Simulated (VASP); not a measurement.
Here is a VASP 6.6.1 calculation.

INCAR

```
PREC = Accurate
ENCUT = 600
EDIFF = 1E-6
ISMEAR = 0
SIGMA = 0.03
LREAL = F
LASPH = T
NELM = 80
ALGO = Normal
ISIF = 3
LWAVE = F
LCHARG = F
GGA = PE
IVDW = 12
IBRION = 2
NSW = 90
EDIFFG = -0.01
```

File KPOINTS:

```
Automatic mesh
0
Gamma
  8 8 8
```

Contents of POSCAR:

```
CaF2
1.0
    0.0000000000      2.7310000000      2.7310000000
    2.7310000000      0.0000000000      2.7310000000
    2.7310000000      2.7310000000      0.0000000000
Ca F
1 2
Direct
    0.0000000000      0.0000000000      0.0000000000
    0.2500000000      0.2500000000      0.2500000000
    0.7500000000      0.7500000000      0.7500000000
```

Potentials or basis: VASP PAW PBE potentials, release 64 (Ca_sv, F).

The run is started by

```bash
$ cat potpaw_PBE.64/Ca_sv/POTCAR potpaw_PBE.64/F/POTCAR > POTCAR
$ mpirun -np 1 vasp_std > vasp.out
```

Predict the relaxed volume.

13.67 Å³/atom.

Predict the dispersion energy per atom.

-0.156 eV.

The path:
| step | energy change (eV) | largest force (eV/Å) | pressure (GPa) | volume (Å³) |
| --- | --- | --- | --- | --- |
| 1 | 0.0000 | 0.0000 | 0.53 | 40.74 |
| 2 | -0.0004 | 0.0000 | -0.05 | 41.00 |

Zero-point motion and thermal expansion aren't in these numbers.
